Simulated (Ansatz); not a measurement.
CuI (Marshite):

```xyz
2
Lattice="0.0000 3.0315 3.0315 3.0315 0.0000 3.0315 3.0315 3.0315 0.0000" Properties=species:S:1:pos:R:3 pbc="T T T"
I     0.0000    0.0000    0.0000
Cu    4.5473    4.5473    4.5473
```

Program: Ansatz 0.2.0. Alike in all runs: task band structure; potentials or basis Ansatz PAW; no spin polarisation; cell as given; smearing fermi-dirac 0.05 eV.

Problem. Order these runs on this cell by their band gap on the k mesh, lowest first.
A. level BLYP; k mesh 8 × 8 × 8; cutoff (eV) 420; points for each segment of the path 14; mesh quality not flagged
B. level B3LYP; k mesh 4 × 4 × 4; cutoff (eV) 420; points for each segment of the path 4; mesh quality coarse
C. level r2SCAN; k mesh 8 × 8 × 8; cutoff (eV) 500; points for each segment of the path 14; mesh quality not flagged
D. level PBEsol0; k mesh 4 × 4 × 4; cutoff (eV) 420; points for each segment of the path 4; mesh quality coarse
E. level HSEsol; k mesh 4 × 4 × 4; cutoff (eV) 420; points for each segment of the path 4; mesh quality coarse

Solution. A (1.16 eV), C (1.61 eV), E (2.52 eV), B (2.93 eV), D (3.21 eV).

Caveats: some runs use coarse meshes; spin-orbit coupling is left out, which moves the levels of the heavy elements.

Runs at the PBE level aren't shown here.
